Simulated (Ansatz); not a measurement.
# Ge: what a guessed cell relaxes into

Where does this trial cell of Ge go when cell and atoms are let free?

Program: Ansatz 0.2.0. Level of theory: DFT PBE, scalar-relativistic, plane waves, PAW. These are calculated values, not measurements.

## Step 1: Starting point

It takes space group P-3m1 (No. 164, trigonal). Conventional cell: a = 3.595 Å, b = 3.595 Å, c = 5.990 Å, α = 90.00°, β = 90.00°, γ = 120.00°. Ge (site symmetry 3m) has 4 Ge at 2.36 to 2.37 Å as nearest neighbours. Ge (site symmetry 3m) is surrounded by 6 Ge at 2.36 to 2.49 Å.

As a file:

```cif
data_structure
_symmetry_space_group_name_H-M 'P 1'
_symmetry_Int_Tables_number 1
_cell_length_a 3.5952
_cell_length_b 3.5952
_cell_length_c 5.9904
_cell_angle_alpha 90.000
_cell_angle_beta 90.000
_cell_angle_gamma 120.000
_cell_volume 67.05
loop_
_atom_site_label
_atom_site_type_symbol
_atom_site_fract_x
_atom_site_fract_y
_atom_site_fract_z
_atom_site_occupancy
Ge1 Ge 0.00000 0.00000 0.80256 1
Ge2 Ge 0.00000 0.00000 0.19744 1
Ge3 Ge 0.33333 0.66667 0.61461 1
Ge4 Ge 0.66667 0.33333 0.38539 1
```

The cell is invented: 4-, 6-connected net of one element (P-3m1, No. 164). The dimensions are guesses.

## Step 2: A first look at the guess

File input.yaml:

```yaml
crystal:
  lattice:
    - [3.59519199, 0.0, 0.0]
    - [-1.797596, 3.1135276, 0.0]
    - [0.0, 0.0, 5.99038961]
  atoms:
    - { symbol: Ge, position: [0.0, 0.0, 0.8025568] }
    - { symbol: Ge, position: [0.0, 0.0, 0.1974432] }
    - { symbol: Ge, position: [0.33333333, 0.66666667, 0.61460589] }
    - { symbol: Ge, position: [0.66666667, 0.33333333, 0.38539411] }
basis:
  ecutwfc: 420
kpoints:
  mp_grid: { grid: [6, 6, 4] }
hamiltonian:
  xc: pbe
scf:
  occupations: { method: gaussian, width: 0.1 }
  lower_state_search: "off"
output:
  forces: true
  stress: true
  eigenvalues: true
```

On the command line:

```sh
$ ansatz run input.yaml --threads 1 --pin off --max-ram 2560MiB --backend cpu --events-out ev --progress --plain --runs-dir out
```

The program printed, cut to the lines that bear on the results:

```text
Warning: RAYON_NUM_THREADS=1 ignored (pool sized by the plan → 1); use --threads N
[...]
Pseudopotentials: kind: paw
Pseudopotential: Ge, paw, valence charge 14, recommended cutoff 420 eV (normal), Ge.paw.azcp
Functional definition: PBE
[...]
Crystal: 4 atoms, lattice volume = 67.055 Å³
Basis set: ecut = 420 eV, 1293 PW (Γ), exchange–correlation on 50×50×90 points (8 copies of the dense FFT grid, shifted against one another)
Bands: 34, of which v1, the nominal top of the filled ones, is band 28 counted from 1 (27 counted from 0)
Symmetry: 12 space group operations
Space group: P-3m1 (ITA 164), of the structure as read, at distance tolerance 4.1e-5 Å
k-points: 24 of 144
[...]
SCF iter   1: F=—  HF=-17176.987170 eV  |F-HF|=—  |Δ(HF+E_count)|=         —  Δρ=2.99e-3  dr2=1.05e-2  ethr=1.77e-3  ⟨swp⟩=5.5  Hψ=3089  notcnv=0  defer=4
[...]
SCF iter   6: F=-17176.983080 eV  HF=-17176.983080 eV  |F-HF|=4.63e-8  |Δ(HF+E_count)|=   1.34e-8  Δρ=8.70e-6  dr2=3.77e-8  ethr=1.79e-10  ⟨swp⟩=9.1  Hψ=3711  notcnv=0
[...]
SCF converged after 6 iterations
Free energy (F): -17176.983080 eV
[...]
E sigma→0 (E₀):  -17176.979879 eV
Entropy (-TS):   -0.006402 eV (-1.601 meV/atom)
Fermi energy:    12.683962 eV
[...]
--- Forces (eV/Å), atoms counted from 1 ---
  atom   1  Ge     0.00000000     0.00000000     1.88591006
  atom   2  Ge    -0.00000000    -0.00000000    -1.88591006
  atom   3  Ge    -0.00000000     0.00000000     1.07400879
  atom   4  Ge     0.00000000    -0.00000000    -1.07400879
[...]
--- Stress (GPa, compression-positive) ---
       31.561911       0.000000       0.000000
        0.000000      31.561911       0.000000
        0.000000       0.000000      34.438858
  P = ⅓ Tr σ = 32.5209 GPa (325.209 kbar)
--- Band table (eV; the first three rows and the last of 24) ---
[...]
```

Run time: 8.1 s. Hardware: 1 thread of Intel Xeon at 2.50GHz (Skylake/Cascade Lake), shared host; peak memory 0.36 GiB.

Read-out: pressure 32.5 GPa, largest force 1.89 eV/Å, gap on this mesh none (metal). A cheap, loose relaxation comes first.

## Step 3: Coarse relaxation

Changes to input.yaml since step 2:

```diff
@@ -23 +23,6 @@
   eigenvalues: true
+relax:
+  adjacent_minimum: "off"
+  f_tol: 0.04
+  max_steps: 70
+  cell: { stress_tol: 0.4 }
```

On the command line:

```sh
$ ansatz run input.yaml --threads 1 --pin off --max-ram 2560MiB --backend cpu --events-out ev --progress --plain --runs-dir out
```

The program printed:

```text
Warning: RAYON_NUM_THREADS=1 ignored (pool sized by the plan → 1); use --threads N
Engine: ansatz 0.2.0, x86_64-unknown-linux-gnu
[... 3 set-up lines as earlier in the session ...]
  parameter kappa = 0.804
  parameter beta = 0.06672455060314922
  exchange = pbe_x(kappa = kappa, mu = beta*pi^2/3)
  correlation = pbe_c(beta = beta)
Crystal: 4 atoms, lattice volume = 67.055 Å³
Basis set: ecut = 420 eV, 1293 PW (Γ), exchange–correlation on 50×50×90 points (8 copies of the dense FFT grid, shifted against one another)
Bands: 34, of which v1, the nominal top of the filled ones, is band 28 counted from 1 (27 counted from 0)
[... 2 set-up lines as earlier in the session ...]
k-points: 24 of 144
Non-local potential: Ge, projectors of the file, l = 0: 2, l = 1: 2, l = 2: 3, l = 3: 1
PAW form: soft (Blöchl's): semilocal exchange-correlation on the pseudo side does not see the compensation charge
PAW one-centre angular grid: Ge, 590 points (default); XC on 64 Gauss nodes
Initial density: superposition of atomic densities (neutral atoms: chi_scale 0, normalization atom), corrected by the library's trained network
Initial wavefunctions: pseudopotential atomic-orbital guess
Functional: x = pbe(κ = 0.804, μ = 0.2195149727645171), c = pbe(β = 0.06672455060314922)
SCF iter   1: F=—  HF=-17176.987169 eV  |F-HF|=—  |Δ(HF+E_count)|=         —  Δρ=2.99e-3  dr2=1.05e-2  ethr=1.77e-3  ⟨swp⟩=5.5  Hψ=3089  notcnv=0  defer=4
preconditioner: auto → LDOS  [metal: Δε(μ)=0.066 eV  Ē_g=23.412 eV  σ=0.100 eV  W_gap=0.36  n_scr=22 (ndim 8)  ℏωp=33.9 eV  f_vac=0.013  D(μ)=1.33/eV (n_scr^D=2)  β→1.0]
SCF iter   2: F=—  HF=-17176.985231 eV  |F-HF|=—  |Δ(HF+E_count)|=   1.94e-3  Δρ=2.23e-3  dr2=5.89e-3  ethr=1.87e-5  ⟨swp⟩=2.0  Hψ=1771  notcnv=0  defer=18
SCF iter   3: F=—  HF=-17176.983095 eV  |F-HF|=—  |Δ(HF+E_count)|=   2.14e-3  Δρ=3.23e-4  dr2=7.57e-5  ethr=1.05e-5  ⟨swp⟩=2.0  Hψ=1459  notcnv=0  defer=18
SCF iter   4: F=—  HF=-17176.983082 eV  |F-HF|=—  |Δ(HF+E_count)|=   1.27e-5  Δρ=1.34e-4  dr2=1.49e-5  ethr=1.35e-7  ⟨swp⟩=2.0  Hψ=1456  notcnv=0  defer=18
SCF iter   5: F=—  HF=-17176.983080 eV  |F-HF|=—  |Δ(HF+E_count)|=   2.44e-6  Δρ=4.33e-5  dr2=8.01e-7  ethr=2.66e-8  ⟨swp⟩=2.0  Hψ=1457  notcnv=0  defer=18
SCF iter   6: F=-17176.983080 eV  HF=-17176.983080 eV  |F-HF|=4.64e-8  |Δ(HF+E_count)|=   1.30e-8  Δρ=8.70e-6  dr2=3.77e-8  ethr=1.79e-10  ⟨swp⟩=9.1  Hψ=3701  notcnv=0
SCF 1 converged in 6 iterations: F = -17176.983080 eV  dr2 = 3.77e-8
relax step   1: F+E_penalty+E_count = -17176.98307997 eV  Δ(F+E_penalty+E_count) = +0.000e0 eV  max|allowed force component| = 1.886e0 eV/Å  Δτ_max = 0.0000 Å  P = +32.521 GPa  Ω = 67.055 Å³  (6 SCF iters, dr2 threshold 1.00e-7 eV, accepted)
Crystal: 4 atoms, lattice volume = 74.991 Å³
Basis set: ecut = 420 eV, 1473 PW (Γ), exchange–correlation on 50×50×90 points (8 copies of the dense FFT grid, shifted against one another)
Initial density: handed on by an earlier stage of this run
Initial wavefunctions: those handed on with the density
iter 1 solved again at ethr=1.70e-4 eV; its pass at ethr=3.10e-3 eV (dr2=9.53e-2 eV) is discarded
SCF iter   1: F=—  HF=-17178.330069 eV  |F-HF|=—  |Δ(HF+E_count)|=         —  Δρ=7.58e-3  dr2=9.56e-2  ethr=1.70e-4  ⟨swp⟩=1.1  Hψ=3998  notcnv=0
preconditioner: auto → LDOS  [metal: Δε(μ)=0.037 eV  Ē_g=22.961 eV  σ=0.100 eV  W_gap=0.20  n_scr=22 (ndim 8)  ℏωp=32.1 eV  f_vac=0.020  D(μ)=2.84/eV (n_scr^D=22)  β→1.0]
SCF iter   2: F=—  HF=-17178.320535 eV  |F-HF|=—  |Δ(HF+E_count)|=   9.53e-3  Δρ=2.71e-3  dr2=7.14e-3  ethr=1.70e-4  ⟨swp⟩=2.0  Hψ=1066  notcnv=0
SCF iter   3: F=—  HF=-17178.319872 eV  |F-HF|=—  |Δ(HF+E_count)|=   6.63e-4  Δρ=1.22e-3  dr2=3.15e-3  ethr=1.27e-5  ⟨swp⟩=2.1  Hψ=1455  notcnv=0
SCF iter   4: F=—  HF=-17178.319102 eV  |F-HF|=—  |Δ(HF+E_count)|=   7.70e-4  Δρ=3.15e-4  dr2=1.00e-4  ethr=5.62e-6  ⟨swp⟩=3.0  Hψ=1490  notcnv=0
SCF iter   5: F=—  HF=-17178.319044 eV  |F-HF|=—  |Δ(HF+E_count)|=   5.73e-5  Δρ=1.45e-4  dr2=7.72e-6  ethr=1.79e-7  ⟨swp⟩=2.0  Hψ=1486  notcnv=0
SCF iter   6: F=—  HF=-17178.319037 eV  |F-HF|=—  |Δ(HF+E_count)|=   7.68e-6  Δρ=2.58e-5  dr2=4.01e-7  ethr=1.38e-8  ⟨swp⟩=2.0  Hψ=1485  notcnv=0
SCF iter   7: F=-17178.319037 eV  HF=-17178.319037 eV  |F-HF|=1.72e-9  |Δ(HF+E_count)|=   2.43e-7  Δρ=8.60e-6  dr2=6.37e-8  ethr=7.14e-10  ⟨swp⟩=5.2  Hψ=3051  notcnv=0
SCF 2 converged in 7 iterations: F = -17178.319037 eV  dr2 = 6.37e-8
relax step   2: F+E_penalty+E_count = -17178.31903697 eV  Δ(F+E_penalty+E_count) = -1.336e0 eV  max|allowed force component| = 4.439e-1 eV/Å  Δτ_max = 0.0578 Å  P = +14.359 GPa  Ω = 74.991 Å³  energy of the carried Pulay correction = -2.188e-3 eV  (7 SCF iters, dr2 threshold 4.00e-7 eV, accepted)
Crystal: 4 atoms, lattice volume = 82.011 Å³
Basis set: ecut = 420 eV, 1605 PW (Γ), exchange–correlation on 50×50×90 points (8 copies of the dense FFT grid, shifted against one another)
iter 1 solved again at ethr=8.36e-5 eV; its pass at ethr=3.10e-3 eV (dr2=4.68e-2 eV) is discarded
SCF iter   1: F=—  HF=-17178.788856 eV  |F-HF|=—  |Δ(HF+E_count)|=         —  Δρ=5.00e-3  dr2=4.68e-2  ethr=8.36e-5  ⟨swp⟩=1.0  Hψ=3948  notcnv=0
preconditioner: auto → LDOS  [metal: Δε(μ)=0.075 eV  Ē_g=22.596 eV  σ=0.100 eV  W_gap=0.39  n_scr=22 (ndim 8)  ℏωp=30.7 eV  f_vac=0.024  D(μ)=2.43/eV (n_scr^D=22)  β→1.0]
SCF iter   2: F=—  HF=-17178.784320 eV  |F-HF|=—  |Δ(HF+E_count)|=   4.54e-3  Δρ=1.73e-3  dr2=3.25e-3  ethr=8.36e-5  ⟨swp⟩=2.0  Hψ=1058  notcnv=0
SCF iter   3: F=—  HF=-17178.783993 eV  |F-HF|=—  |Δ(HF+E_count)|=   3.26e-4  Δρ=7.18e-4  dr2=1.34e-3  ethr=5.80e-6  ⟨swp⟩=2.0  Hψ=1478  notcnv=0
SCF iter   4: F=—  HF=-17178.783744 eV  |F-HF|=—  |Δ(HF+E_count)|=   2.49e-4  Δρ=2.34e-4  dr2=1.64e-4  ethr=2.40e-6  ⟨swp⟩=2.4  Hψ=1126  notcnv=0
SCF iter   5: F=—  HF=-17178.783675 eV  |F-HF|=—  |Δ(HF+E_count)|=   6.91e-5  Δρ=8.64e-5  dr2=5.07e-6  ethr=2.92e-7  ⟨swp⟩=2.4  Hψ=1453  notcnv=0
SCF iter   6: F=-17178.783671 eV  HF=-17178.783671 eV  |F-HF|=5.24e-8  |Δ(HF+E_count)|=   3.85e-6  Δρ=1.56e-5  dr2=1.23e-7  ethr=7.14e-10  ⟨swp⟩=4.2  Hψ=4287  notcnv=0
SCF 3 converged in 6 iterations: F = -17178.783671 eV  dr2 = 1.23e-7
relax step   3: F+E_penalty+E_count = -17178.78367116 eV  Δ(F+E_penalty+E_count) = -4.646e-1 eV  max|allowed force component| = 2.148e-1 eV/Å  Δτ_max = 0.0370 Å  P = +4.961 GPa  Ω = 82.011 Å³  energy of the carried Pulay correction = -3.930e-3 eV  (6 SCF iters, dr2 threshold 4.00e-7 eV, accepted)
[... 12 lines left out ...]
relax step   4: F+E_penalty+E_count = -17178.92639435 eV  Δ(F+E_penalty+E_count) = -1.427e-1 eV  max|allowed force component| = 1.123e-1 eV/Å  Δτ_max = 0.1820 Å  P = -1.531 GPa  Ω = 91.473 Å³  energy of the carried Pulay correction = -6.037e-3 eV  (7 SCF iters, dr2 threshold 4.00e-7 eV, accepted)
[... 11 lines left out ...]
relax step   5: F+E_penalty+E_count = -17178.93198714 eV  Δ(F+E_penalty+E_count) = -5.593e-3 eV  max|allowed force component| = 1.305e-1 eV/Å  Δτ_max = 0.0053 Å  P = +0.400 GPa  Ω = 89.113 Å³  energy of the carried Pulay correction = -5.535e-3 eV  (6 SCF iters, dr2 threshold 4.00e-7 eV, accepted)
[... 11 lines left out ...]
relax step   6: F+E_penalty+E_count = -17178.93571018 eV  Δ(F+E_penalty+E_count) = -3.723e-3 eV  max|allowed force component| = 1.352e-1 eV/Å  Δτ_max = 0.0416 Å  P = +0.401 GPa  Ω = 88.443 Å³  energy of the carried Pulay correction = -5.390e-3 eV  (6 SCF iters, dr2 threshold 4.00e-7 eV, accepted)
[... 9 lines left out ...]
relax step   7: F+E_penalty+E_count = -17178.94029029 eV  Δ(F+E_penalty+E_count) = -4.580e-3 eV  max|allowed force component| = 7.924e-3 eV/Å  Δτ_max = 0.0220 Å  P = -0.119 GPa  Ω = 89.433 Å³  energy of the carried Pulay correction = -5.604e-3 eV  (5 SCF iters, dr2 threshold 4.00e-7 eV, accepted)
[... 13 lines left out ...]
relax step   8: F+E_penalty+E_count = -17178.98276352 eV  Δ(F+E_penalty+E_count) = -4.247e-2 eV  max|allowed force component| = 6.460e-3 eV/Å  Δτ_max = 0.0000 Å  P = +0.863 GPa  Ω = 89.433 Å³  stress off target by 9.49e-1 GPa  SCF on the basis re-selected at this cell (its energy is not comparable with the rows above)  (8 SCF iters)
[... 9 lines left out ...]
relax step   9: F+E_penalty+E_count = -17178.98623442 eV  Δ(F+E_penalty+E_count) = -3.471e-3 eV  max|allowed force component| = 3.534e-2 eV/Å  Δτ_max = 0.0056 Å  P = +0.144 GPa  Ω = 90.626 Å³  energy of the carried Pulay correction = -2.117e-4 eV  (4 SCF iters, dr2 threshold 4.00e-7 eV, accepted)
iter 1 solved again at ethr=2.31e-7 eV; its pass at ethr=3.10e-3 eV (dr2=1.29e-4 eV) is discarded
SCF iter   1: F=—  HF=-17178.980105 eV  |F-HF|=—  |Δ(HF+E_count)|=         —  Δρ=6.61e-4  dr2=1.05e-5  ethr=2.31e-7  ⟨swp⟩=2.0  Hψ=4769  notcnv=0
preconditioner: auto → Resta (q_TF=auto, 2.518 Å⁻¹)  ε∞=2.7  [insulator: Δε(μ)=0.338 eV  Ē_g=22.313 eV  σ=0.100 eV  W_gap=0.94  n_scr=22 (ndim 8)  ℏωp=29.2 eV  f_vac=0.031  D(μ)=0.43/eV (n_scr^D=0)  ε∞_Penn≈2.7]
SCF iter   2: F=—  HF=-17178.984829 eV  |F-HF|=—  |Δ(HF+E_count)|=   4.72e-3  Δρ=3.34e-4  dr2=2.71e-6  ethr=1.87e-8  ⟨swp⟩=2.0  Hψ=1008  notcnv=0
SCF iter   3: F=—  HF=-17178.986259 eV  |F-HF|=—  |Δ(HF+E_count)|=   1.43e-3  Δρ=1.06e-4  dr2=4.98e-7  ethr=4.85e-9  ⟨swp⟩=2.0  Hψ=1004  notcnv=0
SCF iter   4: F=—  HF=-17178.986415 eV  |F-HF|=—  |Δ(HF+E_count)|=   1.56e-4  Δρ=7.56e-6  dr2=7.79e-8  ethr=8.89e-10  ⟨swp⟩=2.3  Hψ=1182  notcnv=0
SCF iter   5: F=—  HF=-17178.986415 eV  |F-HF|=—  |Δ(HF+E_count)|=   4.00e-7  Δρ=2.85e-6  dr2=1.03e-8  ethr=1.39e-10  ⟨swp⟩=2.0  Hψ=1484  notcnv=0
SCF iter   6: F=—  HF=-17178.986415 eV  |F-HF|=—  |Δ(HF+E_count)|=   1.10e-9  Δρ=1.23e-6  dr2=2.63e-9  ethr=4.57e-12  ⟨swp⟩=4.0  Hψ=2671  notcnv=0
SCF iter   7: F=-17178.986415 eV  HF=-17178.986415 eV  |F-HF|=3.64e-12  |Δ(HF+E_count)|=   5.44e-9  Δρ=7.46e-8  dr2=6.79e-12  ethr=4.57e-12  ⟨swp⟩=4.0  Hψ=2439  notcnv=0
SCF 10 converged in 7 iterations: F = -17178.986415 eV  dr2 = 6.79e-12
relax step  10: F+E_penalty+E_count = -17178.98641528 eV  Δ(F+E_penalty+E_count) = -1.809e-4 eV  max|allowed force component| = 3.534e-2 eV/Å  Δτ_max = 0.0000 Å  P = +0.139 GPa  Ω = 90.626 Å³  stress off target by 2.02e-1 GPa  SCF on the basis re-selected at this cell (its energy is not comparable with the rows above)  (7 SCF iters)
basis re-selected at this cell: Δ(F+E_penalty+E_count) = -1.809e-4 eV, ΔP = -0.005 GPa vs the last step (what re-selecting the basis moved, of the pressure what is left beyond the Pulay correction that the steps carried, after the strain that the cell walked since its last selection, with what the two solves' SCF thresholds leave and, on support functions, any second-order correction that the steps lacked; it is no measure of the basis error at this ecutwfc). This SCF's stress stands 2.02e-1 GPa from its target on what of the cell is left free (relax.cell.stress_tol is 4.00e-1 GPa) and its largest allowed force component is 3.53e-2 eV/Å (relax.f_tol is 4.00e-2 eV/Å): within both
SCF converged after 7 iterations
Free energy (F): -17178.986415 eV
Harris-Foulkes:  -17178.986415 eV  (|F-HF|=3.64e-12)
Internal energy: -17178.984267 eV  (E = F + TS)
E sigma→0 (E₀):  -17178.985341 eV
Entropy (-TS):   -0.002149 eV (-0.537 meV/atom)
Fermi energy:    8.145686 eV
--- Per-component energies (eV) ---
  E_band       = -598.227963
  E_kinetic    = 441.911326
  E_local      = -9678.546766  (includes V_loc(G=0)·N_el)
  E_nonlocal   = 1669.027737
  E_hartree    = 4234.087231
  E_xc         = -300.864883
  E_vxc        = -256.386597  (∫ρ·V_xc dr)
  E_paw        = -8074.411839  (= ΣΔE_a)
  E_vpaw       = -1242.409188  (= ΣTr[D̂ρ^β])
  E_aug_tail   = 0.001176  (compensation charges beyond the density's cutoff)
  E_ewald      = -5470.188249
  E_smearing   = -0.002149  (= −TS)
  E_closure    = -0.000000  (closes the sum)
  Σ components = -17178.986415   (vs F -17178.986415, Δ=0.00e0)
--- Forces (eV/Å), atoms counted from 1 ---
  atom   1  Ge     0.00000000     0.00000000     0.03534401
  atom   2  Ge    -0.00000000    -0.00000000    -0.03534401
  atom   3  Ge    -0.00000000    -0.00000000     0.00698385
  atom   4  Ge     0.00000000     0.00000000    -0.00698385
  max |Σ_I F_I| component: 0.00e0 eV/Å
--- Stress (GPa, compression-positive) ---
        0.201632      -0.000000       0.000000
       -0.000000       0.201632       0.000000
        0.000000       0.000000       0.012595
  P = ⅓ Tr σ = 0.1386 GPa (1.386 kbar)
--- Band table (eV; the first three rows and the last of 24) ---
  k-point 0: bands = ["-16.3402", "-16.3402", "-16.3344", "-16.3344", "-16.3107", "-16.2680", "-16.2680", "-16.2416", "-16.2416", "-16.2326", "-16.2059", "-16.1200", "-16.1200", "-16.1059", "-16.1059", "-16.0933", "-16.0643", "-16.0643", "-16.0561", "-16.0561", "-3.9943", "-2.0381", "0.9436", "7.3973", "7.8702", "7.8702", "8.3882", "8.3882", "8.5632", "9.4391", "11.7052", "11.7393", "11.7393", "12.4809"]
  k-point 1: bands = ["-16.3484", "-16.3484", "-16.3240", "-16.3240", "-16.3106", "-16.2662", "-16.2662", "-16.2463", "-16.2463", "-16.2290", "-16.2092", "-16.1174", "-16.1174", "-16.1045", "-16.1045", "-16.0937", "-16.0760", "-16.0760", "-16.0478", "-16.0478", "-3.8171", "-2.5312", "1.7895", "5.7581", "7.8760", "7.8760", "8.4664", "8.4664", "9.4757", "9.5441", "11.1619", "11.1619", "11.7231", "12.8914"]
  k-point 2: bands = ["-16.3523", "-16.3523", "-16.3179", "-16.3179", "-16.3105", "-16.2613", "-16.2613", "-16.2541", "-16.2541", "-16.2231", "-16.2149", "-16.1142", "-16.1142", "-16.1020", "-16.1020", "-16.0941", "-16.0853", "-16.0853", "-16.0436", "-16.0436", "-3.3801", "-3.2041", "3.3248", "3.8938", "7.8820", "7.8820", "8.5565", "8.5565", "9.7018", "9.7331", "10.7892", "10.7892", "11.7006", "13.0423"]
  k-point 23: bands = ["-16.3386", "-16.3386", "-16.3315", "-16.2791", "-16.2791", "-16.2696", "-16.2042", "-16.2042", "-16.1927", "-16.1822", "-16.1795", "-16.1795", "-16.1745", "-16.1745", "-16.1664", "-16.1187", "-16.1187", "-16.0620", "-16.0450", "-16.0450", "-0.8799", "0.0088", "0.0088", "0.4993", "4.1074", "4.1074", "6.4519", "8.5043", "8.5043", "9.0974", "11.4373", "11.4373", "14.7188", "15.3915"]
--- Relaxed structure (8 steps of the walk, 8 accepted, 2 SCFs on fresh bases) ---
  F+E_penalty+E_count = -17178.98641528 eV   max|allowed force component| = 3.534e-2 eV/Å   (the final SCF, on the basis selected at the relaxed cell)
  cell:  # Å, volume = 90.6263 Å³
    - [3.956966873016685, 3.1772375851689946e-9, 3.931538894752469e-17]
    - [-1.9784834392599113, 3.4268338323773033, 1.4390431114459948e-17]
    - [6.550818363372836e-17, 6.55081837389276e-17, 6.683421517308554]
  atoms:
    - { symbol: Ge, position: [1.5592448482610007e-18, 1.14144645036708e-18, 0.8142924038475708] }
    - { symbol: Ge, position: [-1.5592448482610007e-18, -1.1414464503670766e-18, 0.18570759615242924] }
    - { symbol: Ge, position: [0.3333333333333333, 0.6666666666666666, 0.659303868926428] }
    - { symbol: Ge, position: [0.6666666666666667, 0.3333333333333333, 0.34069613107357205] }
```

It took 1.9 min on 1 thread of Intel Xeon at 2.50GHz (Skylake/Cascade Lake), shared host; peak memory 0.4 GiB.

Step by step:

| step | E - E(step 1) (eV/cell) | largest force component (eV/Å) | pressure (GPa) | volume (Å³) |
| --- | --- | --- | --- | --- |
| 1 | 0.0000 | 1.8859 | 32.52 | 67.05 |
| 2 | -1.3360 | 0.4439 | 14.36 | 74.99 |
| 3 | -1.8006 | 0.2148 | 4.96 | 82.01 |
| 4 | -1.9433 | 0.1123 | -1.53 | 91.47 |
| 5 | -1.9489 | 0.1305 | 0.40 | 89.11 |
| 6 | -1.9526 | 0.1352 | 0.40 | 88.44 |
| 7 | -1.9572 | 0.0079 | -0.12 | 89.43 |
| 8 | -1.9997 | 0.0065 | 0.86 | 89.43 |
| 9 | -2.0032 | 0.0353 | 0.14 | 90.63 |
| 10 | -2.0033 | 0.0353 | 0.14 | 90.63 |

Step 1 is the start. Steps 8, 10 each repeat the geometry before them on a plane-wave basis chosen anew, so the energy can jump there without any move.

|  | before | after | change |
| --- | --- | --- | --- |
| a (Å) | 3.595 | 3.957 | +10.1 % |
| b (Å) | 3.595 | 3.957 | +10.1 % |
| c (Å) | 5.990 | 6.683 | +11.6 % |
| volume (Å³/atom) | 16.76 | 22.66 | +35.2 % |
| shortest distance (Å) | 2.361 | 2.482 | +5.1 % |
| space group (0.01 Å) | P-3m1 | P-3m1 | same |

The run keeps the 12 symmetry operations of the start, so it could not have lowered the symmetry.

(Part 1 of 2 ends here.)
